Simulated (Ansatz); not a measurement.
# KMgF3: further runs on the relaxed cell

An exercise on one series of results from a longer session: the logs are not shown, and one member is left open.

Program: Ansatz 0.2.0. Level of theory: DFT PBEsol, scalar-relativistic, plane waves, PAW. These are calculated values, not measurements.

1 further run of the same task is left out (set aside as unsound or not needed). Runs told in other sessions of the task aren't counted.

**Starting point**

Symmetry: Pm-3m, No. 221, cubic system. Conventional cell: a = 3.991 Å, b = 3.991 Å, c = 3.991 Å, α = 90.00°, β = 90.00°, γ = 90.00°. K (site symmetry m-3m) has 12 F at 2.82 Å in its first shell of neighbours. Around Mg (site symmetry m-3m) lie 6 F at 2.00 Å. Around F (site symmetry 4/mmm) lie 2 Mg at 2.00 Å and 4 K at 2.82 Å.

As a file:

```cif
data_structure
_symmetry_space_group_name_H-M 'Pm-3m'
_symmetry_Int_Tables_number 221
_cell_length_a 3.9909
_cell_length_b 3.9909
_cell_length_c 3.9909
_cell_angle_alpha 90.000
_cell_angle_beta 90.000
_cell_angle_gamma 90.000
_cell_volume 63.56
loop_
_atom_site_label
_atom_site_type_symbol
_atom_site_symmetry_multiplicity
_atom_site_Wyckoff_symbol
_atom_site_fract_x
_atom_site_fract_y
_atom_site_fract_z
_atom_site_occupancy
K1 K 1 b 0.50000 0.50000 0.50000 1
Mg1 Mg 1 a 0.00000 0.00000 0.00000 1
F1 F 3 d 0.50000 0.00000 0.00000 1
```

This cell was relaxed beforehand with the same method: volume 12.71 Å³/atom, gap on the mesh 7.12 eV.

Set-up of the first run:

input.yaml reads:

```yaml
crystal:
  lattice:
    - [3.9505675799, 0.0, 0.0]
    - [0.0, 3.9505675799, 0.0]
    - [0.0, 0.0, 3.9505675799]
  atoms:
    - { symbol: K, position: [0.5, 0.5, 0.5] }
    - { symbol: Mg, position: [0.0, 0.0, 0.0] }
    - { symbol: F, position: [0.5, 0.0, 0.0] }
    - { symbol: F, position: [0.0, 0.5, 0.0] }
    - { symbol: F, position: [0.0, 0.0, 0.5] }
basis:
  ecutwfc: 420
kpoints:
  mp_grid: { grid: [6, 6, 6] }
hamiltonian:
  xc: pbesol
scf:
  occupations: { method: gaussian, width: 0.02 }
output:
  forces: true
  stress: true
  eigenvalues: true
```

Started as:

```sh
$ ansatz run input.yaml --threads 1 --pin off --max-ram 2560MiB --backend cpu --events-out ev --progress --plain --runs-dir out
```

Among the steps run: Point at V/V0 = 0.97; The cell scaled to 1.03 of its volume; Volume × 0.94; Point at V/V0 = 1.06; The cell scaled to 0.91 of its volume; Point at V/V0 = 1.10; The cell scaled to 0.88 of its volume.

One table of the session follows, with a row left open; its other results are not shown here.

It belongs to the step «Fit of the equation of state». 

```
volume (Å³/atom)  energy above the lowest point (meV/atom)  pressure (GPa)  gap on the mesh (eV)
          11.187                                      52.5           12.39                  8.13
          11.569                                      27.9            8.48                  7.85
          11.950                                      11.8            5.18                  7.59
          12.331                                         ?               ?                     ?
          12.713                                       0.0            0.03                  7.12
          13.094                                       2.5           -1.98                  6.91
          13.475                                       9.2           -3.68                  6.71
          13.984                                      23.8           -5.55                  6.46
```

Q: Estimate the row for volume (Å³/atom) = 12.331 from the others.

Worked estimate for «energy above the lowest point (meV/atom)». A straight line through the neighbours (11.950, 11.8) and (12.713, 0.0) gives 11.8 + (0.0 − 11.8) × (12.331 − 11.950) / (12.713 − 11.950) = 5.9; a parabola fitted to 4 rows on both sides gives 2.8.

As computed: energy above the lowest point (meV/atom): 2.9; pressure (GPa): 2.39; gap on the mesh (eV): 7.35. In «energy above the lowest point (meV/atom)» the line misses by +3.0 and the parabola by -0.1.
